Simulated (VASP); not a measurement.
# SiC in VASP: one cell, several levels of theory, part 1 of 2

Aim: gap, levels, forces and stress of zincblende SiC, under -4.0 % equal strain in all directions at fixed geometry. Runs: PBE, r2SCAN. The results are then set beside those of Ansatz 0.2.0 for the same cell.

Code: VASP 6.6.1. PAW datasets, plane waves. Calculated at 0 K for a non-magnetic cell.

## Step 1: The cell

The cell comes from an earlier relaxation with r2SCAN in another program.

Space group F-43m (No. 216), cubic; a = 4.182 Å in the conventional setting, 9.14 Å³ an atom. Si has 4 C at 1.81 Å; C has 4 Si at 1.81 Å.

The structure in full:

```
CELL_PARAMETERS angstrom
0.00000 2.09093 2.09093
2.09093 0.00000 2.09093
2.09093 2.09093 0.00000
ATOMIC_POSITIONS crystal
Si 0.00000 0.00000 0.00000
C 0.25000 0.25000 0.25000
```

## Step 2: PBE

Contents of INCAR:

```
ENCUT = 520.000000
SIGMA = 0.020000
EDIFF = 1.00e-07
GGA = PE
PREC = Accurate
IBRION = -1
ISIF = 2
ISMEAR = -1
NBANDS = 11
NELM = 120
NSW = 0
LASPH = .TRUE.
LCHARG = .TRUE.
LELF = .TRUE.
LWAVE = .FALSE.
LREAL = .FALSE.
```

Contents of KPOINTS:

```
KPOINTS created by Atomic Simulation Environment
0
Gamma
10 10 10
0 0 0
```

Contents of KPOINTS_OPT:

```
special points
7
Reciprocal
0.0000000000 0.0000000000 0.0000000000 1
-0.5000000000 -0.5000000000 0.0000000000 1
-0.3750000000 -0.3750000000 0.2500000000 1
-0.3750000000 0.0000000000 0.3750000000 1
0.0000000000 0.0000000000 0.5000000000 1
-0.5000000000 -0.2500000000 0.2500000000 1
0.0000000000 0.5000000000 0.5000000000 1
```

Contents of POSCAR:

```
Si C
 1.0000000000000000
     0.0000000000000000    2.0909302570000001    2.0909302570000001
     2.0909302570000001    0.0000000000000000    2.0909302570000001
     2.0909302570000001    2.0909302570000001    0.0000000000000000
 Si  C
   1   1
Cartesian
  0.0000000000000000  0.0000000000000000  0.0000000000000000
  1.0454651285000001  1.0454651285000001  1.0454651285000001
```

Potentials: the recommended PBE PAW datasets, 8 valence electrons in the neutral cell.

On the command line:

```sh
$ mpirun -np 1 vasp_std
```

Standard output, without the iteration lines:

```text
POSCAR found type information on POSCAR SiC
 POSCAR found :  2 types and       2 ions
 LDA part: xc-table for (Slater+PW92), standard interpolation
 POSCAR, INCAR and KPOINTS ok, starting setup
 FFT: planning ... GRIDC
 FFT: planning ... GRID_SOFT
 FFT: planning ... GRID
 WAVECAR not read
 entering main loop
 Start KPOINTS_OPT (optional k-point list driver)
k-point batch [1-7\7]
```

OSZICAR:

```text
N       E                     dE             d eps       ncg     rms          rms(c)
DAV:   1     0.200822497952E+01    0.20082E+01   -0.41124E+03  1130   0.618E+02
DAV:   2    -0.165483595201E+02   -0.18557E+02   -0.17849E+02  1324   0.112E+02
DAV:   3    -0.169985811138E+02   -0.45022E+00   -0.44955E+00  1256   0.137E+01
DAV:   4    -0.170000585596E+02   -0.14774E-02   -0.14774E-02  1197   0.101E+00
DAV:   5    -0.170000643030E+02   -0.57434E-05   -0.57433E-05  1260   0.574E-02    0.102E+01
DAV:   6    -0.148734569459E+02    0.21266E+01   -0.67155E+00  1142   0.122E+01    0.466E+00
DAV:   7    -0.147774275487E+02    0.96029E-01   -0.56431E-01  1225   0.423E+00    0.204E+00
DAV:   8    -0.147686828793E+02    0.87447E-02   -0.21912E-02  1160   0.998E-01    0.170E-01
DAV:   9    -0.147687933921E+02   -0.11051E-03   -0.13272E-03  1278   0.219E-01    0.118E-01
DAV:  10    -0.147688831689E+02   -0.89777E-04   -0.17151E-04  1157   0.843E-02    0.261E-02
DAV:  11    -0.147688847660E+02   -0.15971E-05   -0.24925E-05  1235   0.281E-02    0.621E-03
DAV:  12    -0.147688851489E+02   -0.38292E-06   -0.11327E-06  1196   0.663E-03    0.127E-03
DAV:  13    -0.147688851830E+02   -0.34062E-07   -0.50568E-08   769   0.166E-03
   1 F= -.14768885E+02 E0= -.14768885E+02  d E =-.106345E-10
       N       E                     dE             ncg
DAV:   1     0.741775220931E+03   -0.20734E+04      162
DAV:   2     0.620444878573E+03   -0.12133E+03      221
DAV:   3     0.617967658770E+03   -0.24772E+01      193
DAV:   4     0.617961684130E+03   -0.59746E-02      186
DAV:   5     0.617961667100E+03   -0.17030E-04      198
DAV:   6     0.617961667012E+03   -0.87762E-07      189
```

The lines after F= are the extra pass for the points of KPOINTS_OPT, at fixed density; their E is not a total energy.

From OUTCAR:

```text
k-points           NKPTS =     47   k-points in BZ     NKDIM =     47   number of bands    NBANDS=     11

   NELECT =       8.0000    total number of electrons

   dimension x,y,z NGX =    24 NGY =   24 NGZ =   24
   dimension x,y,z NGXF=    48 NGYF=   48 NGZF=   48

  energy-cutoff  :      520.00
  volume of cell :       18.28
      direct lattice vectors                 reciprocal lattice vectors
     0.000000000  2.090930257  2.090930257    -0.239128014  0.239128014  0.239128014
     2.090930257  0.000000000  2.090930257     0.239128014 -0.239128014  0.239128014
     2.090930257  2.090930257  0.000000000     0.239128014  0.239128014 -0.239128014

 k-points in reciprocal lattice and weights: KPOINTS created by Atomic Simulation Env
   0.00000000  0.00000000  0.00000000       0.001
   0.10000000  0.00000000  0.00000000       0.008
   0.20000000  0.00000000  0.00000000       0.008
   0.30000000  0.00000000  0.00000000       0.008
   0.40000000  0.00000000  0.00000000       0.008
   0.50000000  0.00000000  0.00000000       0.004
   0.10000000  0.10000000  0.00000000       0.006
   0.20000000  0.10000000  0.00000000       0.024
[... 39 more k-points ...]

 E-fermi :   9.9454

 k-point     1 :       0.0000    0.0000    0.0000
  band No.  band energies     occupation
      1      -6.8512      2.00000
      2       9.5563      2.00000
      3       9.5563      2.00000
      4       9.5563      2.00000
      5      17.2599      0.00000
      6      17.7816      0.00000
      7      17.7816      0.00000
      8      17.7816      0.00000
      9      24.8174      0.00000
     10      24.8174      0.00000
     11      27.8585      0.00000

 k-point     2 :       0.1000    0.0000    0.0000
  band No.  band energies     occupation
      1      -6.6359      2.00000
      2       8.5267      2.00000
      3       9.4206      2.00000
      4       9.4206      2.00000
      5      17.2754      0.00000
      6      18.0429      0.00000
      7      18.0429      0.00000
      8      18.2900      0.00000
      9      23.7627      0.00000
     10      23.7627      0.00000
     11      26.9128      0.00000

 k-point     3 :       0.2000    0.0000    0.0000
  band No.  band energies     occupation
      1      -5.9983      2.00000
      2       6.2888      2.00000
      3       9.1081      2.00000
      4       9.1081      2.00000
      5      16.8782      0.00000
      6      18.3635      0.00000
      7      18.3635      0.00000
      8      19.5529      0.00000
      9      23.0758      0.00000
     10      23.0758      0.00000
     11      26.0217      0.00000

 k-point     4 :       0.3000    0.0000    0.0000
  band No.  band energies     occupation
      1      -4.9718      2.00000
      2       3.7915      2.00000
      3       8.7855      2.00000
      4       8.7855      2.00000
      5      16.4805      0.00000
      6      18.0361      0.00000
      7      18.0361      0.00000
      8      20.3168      0.00000
      9      24.1251      0.00000
     10      24.1251      0.00000
     11      26.0001      0.00000

 k-point     5 :       0.4000    0.0000    0.0000
  band No.  band energies     occupation
      1      -3.6755      2.00000
      2       1.5228      2.00000
      3       8.5622      2.00000
      4       8.5622      2.00000
      5      16.2318      0.00000
      6      17.5156      0.00000
      7      17.5156      0.00000
      8      20.3764      0.00000
      9      26.3355      0.00000
     10      26.3355      0.00000
     11      26.8303      0.00000

 k-point     6 :       0.5000    0.0000    0.0000
  band No.  band energies     occupation
      1      -2.8006      2.00000
      2       0.3116      2.00000
      3       8.4841      2.00000
      4       8.4841      2.00000
      5      16.1510      0.00000
      6      17.3025      0.00000
      7      17.3025      0.00000
      8      20.3059      0.00000
      9      27.3692      0.00000
     10      28.1318      0.00000
     11      28.1318      0.00000

 k-point     7 :       0.1000    0.1000    0.0000
  band No.  band energies     occupation
      1      -6.5642      2.00000
      2       8.8371      2.00000
      3       9.0524      2.00000
      4       9.0524      2.00000
      5      16.8992      0.00000
      6      18.0029      0.00000
      7      18.5452      0.00000
      8      18.5452      0.00000
      9      22.2445      0.00000
     10      25.1386      0.00000
     11      28.4270      0.00000

 k-point     8 :       0.2000    0.1000    0.0000
  band No.  band energies     occupation
      1      -6.0672      2.00000
      2       7.0790      2.00000
      3       8.5974      2.00000
      4       8.9393      2.00000
      5      16.4702      0.00000
      6      18.2755      0.00000
      7      19.0399      0.00000
      8      19.1938      0.00000
      9      21.7257      0.00000
     10      24.8174      0.00000
     11      27.5875      0.00000

 k-point     9 :       0.3000    0.1000    0.0000
  band No.  band energies     occupation
      1      -5.1681      2.00000
      2       4.7073      2.00000
      3       8.2446      2.00000
      4       8.5694      2.00000
      5      16.1249      0.00000
      6      18.1943      0.00000
      7      19.1611      0.00000
      8      19.4446      0.00000
      9      22.8261      0.00000
     10      25.3846      0.00000
     11      27.0627      0.00000

 k-point    10 :       0.4000    0.1000    0.0000
  band No.  band energies     occupation
      1      -3.9431      2.00000
      2       2.3691      2.00000
      3       8.0911      2.00000
      4       8.1027      2.00000
      5      15.8096      0.00000
      6      17.6773      0.00000
      7      18.5498      0.00000
      8      20.6570      0.00000
      9      23.9967      0.00000
     10      27.2160      0.00000
     11      27.6033      0.00000

 k-point    11 :       0.5000    0.1000    0.0000
  band No.  band energies     occupation
      1      -2.7688      2.00000
      2       0.6567      2.00000
      3       7.7119      2.00000
      4       8.1618      2.00000
      5      15.7883      0.00000
      6      17.3895      0.00000
      7      18.0089      0.00000
      8      21.2650      0.00000
      9      25.6657      0.00000
     10      28.1401      0.00000
     11      28.3210      0.00000

[... the tables of k-points 12 to 47 left out ...]

  Total        4.3846540      4.3846540      4.3846540     -0.0000000      0.0000000      0.0000000
  in kB      384.2353151    384.2353151    384.2353151     -0.0000000      0.0000000      0.0000000
  external PRESSURE =     384.2353151 kB  Pullay stress =       0.0000000 kB

 POSITION                                       TOTAL-FORCE (eV/Angst)
 -----------------------------------------------------------------------------------
      0.00000      0.00000      0.00000        -0.000000     -0.000000     -0.000000
      1.04547      1.04547      1.04547         0.000000      0.000000      0.000000
 -----------------------------------------------------------------------------------
    total drift:                                0.000000      0.000000      0.000000

  FREE ENERGIE OF THE ION-ELECTRON SYSTEM (eV)
  ---------------------------------------------------
  free  energy   TOTEN  =       -14.7688851830 eV

  energy  without entropy=      -14.7688851830  energy(sigma->0) =      -14.76888518
```

Hardware: 1 MPI rank of Intel Xeon Platinum 8488C, shared host.

The levels at the points of KPOINTS_OPT are read from vasprun.xml.

Levels at the named points, in eV from the top of band v (v: the last filled band by count, c: the next):

```
point    v−1      v     c    c+1
    Γ   0.00   0.00  7.70   8.23
    X  -3.42  -3.42  1.23   4.78
    U  -6.16  -2.77  3.21   8.50
    K  -6.16  -2.77  3.21   8.50
    L  -1.07  -1.07  6.59   7.75
    W  -5.57  -5.17  5.38  10.36
```

The PBE gap is 1.23 eV and indirect (Γ to X), with 4.65 eV as the least direct one. Pressure: 38.42 GPa; the forces vanish within 0.01 eV/Å.

The maps below are laid out on this run's own conventional cell (a, b, c = 4.182, 4.182, 4.182 Å).

Density in a lattice plane of the grid's cell (edges 4.18 and 4.18 Å, at 0.000 of the third edge), which holds Si.

Ten even steps from ' ' (-0.19 e/Å³) to '@' (0.48 e/Å³):
```
..--++##%%%%##**++======--======++**##%%%%##++--
++**%%@@@@@@%%**++++==========++++**%%@@@@@@%%**
%%%%@@@@@@@@%%##****++++==++++****##%%@@@@@@@@%%
%%%%@@@@@@@@%%%%####**********####%%%%@@@@@@@@%%
######%%%%@@@@@@%%%%##########%%%%@@@@@@%%%%####
******####%%%%@@@@@@@@%%%%%%@@@@@@@@%%%%####****
==++++****##%%@@@@@@@@%%%%%%@@@@@@@@%%##****++++
======++++**%%@@@@@@%%**++**%%@@@@@@%%**++++====
--======++**##%%%%##++--..--++##%%%%##**++======
----====++**##%%%%##==..  ..==##%%%%##**++====--
--======++**##%%%%##++--..--++##%%%%##**++======
======++++**%%@@@@@@%%**++**%%@@@@@@%%**++++====
==++++****##%%@@@@@@@@%%%%%%@@@@@@@@%%##****++++
******####%%%%@@@@@@@@%%%%%%@@@@@@@@%%%%####****
######%%%%@@@@@@%%%%##########%%%%@@@@@@%%%%####
%%%%@@@@@@@@%%%%####**********####%%%%@@@@@@@@%%
%%%%@@@@@@@@%%##****++++==++++****##%%@@@@@@@@%%
++**%%@@@@@@%%**++++==========++++**%%@@@@@@%%**
..--++##%%%%##**++======--======++**##%%%%##++--
  ..==##%%%%##**++====------====++**##%%%%##==..
```
Columns run along the first of these edges and rows up along the second, over one cell in 24 and 20 even steps from the bottom left corner. Atoms in the plane (fractional): Si at (0.00, 0.00), Si at (0.50, 0.50).

ELF in the same plane.

Values, 12 rows by 12 columns:
```
0.11 0.34 0.57 0.48 0.24 0.08 0.04 0.08 0.24 0.48 0.57 0.34
0.32 0.57 0.73 0.64 0.45 0.24 0.14 0.24 0.45 0.64 0.73 0.57
0.32 0.48 0.64 0.67 0.64 0.48 0.32 0.48 0.64 0.67 0.64 0.48
0.14 0.24 0.45 0.64 0.73 0.57 0.31 0.57 0.73 0.64 0.45 0.24
0.04 0.08 0.24 0.48 0.57 0.34 0.10 0.34 0.57 0.48 0.24 0.08
0.02 0.04 0.14 0.32 0.32 0.11 0.03 0.10 0.31 0.32 0.14 0.04
0.04 0.08 0.24 0.48 0.57 0.34 0.11 0.34 0.57 0.48 0.24 0.08
0.14 0.24 0.45 0.64 0.73 0.57 0.32 0.57 0.73 0.64 0.45 0.24
0.32 0.48 0.64 0.67 0.64 0.48 0.32 0.48 0.64 0.67 0.64 0.48
0.31 0.57 0.73 0.64 0.45 0.24 0.14 0.24 0.45 0.64 0.73 0.57
0.10 0.34 0.57 0.48 0.24 0.08 0.04 0.08 0.24 0.48 0.57 0.34
0.03 0.10 0.31 0.32 0.14 0.04 0.02 0.04 0.14 0.32 0.32 0.11
```
Columns run along the first of these edges and rows up along the second, over one cell in 12 and 12 even steps from the bottom left corner. Atoms in the plane (fractional): Si at (0.00, 0.00), Si at (0.50, 0.50).

Both are smooth fields of the valence electrons: close to the nuclei they are not physical.

The highest ELF values outside the cores: 0.93 on the C–Si line, 0.8 Å from C.

(Continued in part 2 of 2.)
